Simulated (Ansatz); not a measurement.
# FeO (Wuestite) under changes of volume

One of the cells (10.067 Å³/atom); the others are scaled copies at fixed shape and fractional positions:

```xyz
2
Lattice="1.5188 0.8769 2.5196 -1.5188 0.8769 2.5196 0.0000 -1.7538 2.5196" Properties=species:S:1:pos:R:3 pbc="T T T"
Fe    0.0000    0.0000    0.0000
O     0.0000    0.0000    3.7794
```

```yaml
Program: Ansatz 0.2.0
Functional: PBEsol
Potentials_or_basis: all-electron LAPW, scalar-relativistic
Cutoff: 375 eV (chosen from the basis error)
Basis_error_allowed: 0.0005 eV/atom
k_mesh: 11 × 11 × 11
Occupations: fermi-dirac, width 0.05 eV
Spin: collinear spin, ferromagnetic start
Starting_moments: "[3.0, 0.0] μB"
```

```tsv
volume (Å³/atom)	energy over the lowest point (meV/atom)	pressure (GPa)
9.463	0.04	2.3
9.664	0.00	-2.1
9.866	5.21	-6.0
10.067	15.06	-9.5
10.268	29.07	-12.6
10.470	?	?
10.671	67.78	-17.8
```

**Question.** What does the run at 10.470 Å³/atom give?

**Answer.** Energy over the lowest point 46.78 meV/atom; pressure -15.4 GPa.

Worked out: A Birch-Murnaghan fit of order 3 (a polynomial in V^(-2/3)) to the other rows has its minimum at 9.56 Å³/atom with B0 = V·E''(V) = 210 GPa and B' = 4.6 at fixed shape and positions, which overstates the stiffness. It gives 46.83 meV/atom at 10.470 Å³/atom, against the run's 46.78, and -dE/dV = -15.5 GPa, against -15.4.

Energies are extrapolated to zero smearing.

Caveats: a cell with one magnetic atom can't hold antiferromagnetic order, which such compounds often take.
